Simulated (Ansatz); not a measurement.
Working through a calculation of the dielectric tensor and Born charges of GaSe, space group P6_3/mmc

With Ansatz's Python interface.

At the Python prompt:
```pycon
>>> import warnings
>>> import ansatz as az
>>> import numpy as np
>>> warnings.simplefilter("ignore", az.DeckWarning)
>>> system = (
...     az.Lattice.from_parameters(3.742, 3.742, 15.919, alpha=90.0, beta=90.0, gamma=120.0)
...     .atom("Ga", (1 / 3, 2 / 3, 0.177))
...     .atom("Ga", (2 / 3, 1 / 3, 0.677))
...     .atom("Ga", (1 / 3, 2 / 3, 0.323))
...     .atom("Ga", (2 / 3, 1 / 3, 0.823))
...     .atom("Se", (1 / 3, 2 / 3, 0.6))
...     .atom("Se", (2 / 3, 1 / 3, 0.1))
...     .atom("Se", (1 / 3, 2 / 3, 0.9))
...     .atom("Se", (2 / 3, 1 / 3, 0.4))
... )
>>> system.resolved().sites[-1]
Site(symbol='Se', position=(0.6666666666666666, 0.3333333333333333, 0.4), moment=None, axis=None, held=None, saved=None)
>>> # an insulator: whole occupations
>>> base = (
...     system.calculation()
...     .kpoints(6, 6, 1)
...     .basis(510)
...     .functional("pbesol", dispersion="d3bjatm")
...     .occupations("fixed")
...     .dielectric()
... )
>>> outcome = base.run(threads=1)
RunWarning: field response: inside a basis, on 8×8×2 points, memory doesn't hold the 14×14×4 that were asked: take ε∞, Z* and everything formed from them with what they may err, as stated (eps_inf_uncertainty, zstar_uncertainty_e), and compare with field_mesh: kpoints on a denser kpoints.mp_grid
>>> response = outcome.dielectric
>>> eps = np.asarray(response.eps_inf)
>>> values = np.linalg.eigvalsh(eps)
>>> print("principal values of eps_inf:", np.round(values, 3))
principal values of eps_inf: [6.723 8.567 8.567]
>>> print("refractive indices:", np.round(np.sqrt(values), 3))
refractive indices: [2.593 2.927 2.927]
>>> for index, (site, z) in enumerate(zip(outcome.lattice.sites, response.zstar_e)):
...     print("Born charge tensor of", site.symbol, index)
...     print(np.round(z, 3) + 0.0)
...
Born charge tensor of Ga 0
[[2.168 0.    0.   ]
 [0.    2.168 0.   ]
 [0.    0.    0.873]]
Born charge tensor of Ga 1
[[2.168 0.    0.   ]
 [0.    2.168 0.   ]
 [0.    0.    0.873]]
Born charge tensor of Ga 2
[[2.168 0.    0.   ]
 [0.    2.168 0.   ]
 [0.    0.    0.873]]
Born charge tensor of Ga 3
[[2.168 0.    0.   ]
 [0.    2.168 0.   ]
 [0.    0.    0.873]]
Born charge tensor of Se 4
[[-2.168  0.     0.   ]
 [ 0.    -2.168  0.   ]
 [ 0.     0.    -0.873]]
Born charge tensor of Se 5
[[-2.168  0.     0.   ]
 [ 0.    -2.168  0.   ]
 [ 0.     0.    -0.873]]
Born charge tensor of Se 6
[[-2.168  0.     0.   ]
 [ 0.    -2.168  0.   ]
 [ 0.     0.    -0.873]]
Born charge tensor of Se 7
[[-2.168  0.     0.   ]
 [ 0.    -2.168  0.   ]
 [ 0.     0.    -0.873]]
>>> print(f"charge neutrality missed by {response.zstar_sum_residual_pre_e:.4f} e before the sum rule")
charge neutrality missed by 0.0923 e before the sum rule
```

Reading the output:
- The Fermi level of a run with fixed occupations marks the highest occupied state on its mesh, not mid-gap.
- Averages over directions belong to no single polarisation, least of all in layered crystals.
- The mesh doesn't settle the field response to the digits printed.
- The structure is a deposited one; some such entries were measured under pressure or heat, so a shift against it needn't be the functional's error alone.
- Warnings are shown shortened and without file and line.
- This is the electronic (clamped-ion) response; a semilocal gap that is too small tends to raise it. The typed mesh is that of the SCF; the response is solved on denser meshes that the run picks.
- The script silences the warnings on its input, which a real study should read.
- Hardware and time: 19 min on 1 thread of Arm Neoverse N1, on a shared host, peak memory 2.5 GiB.
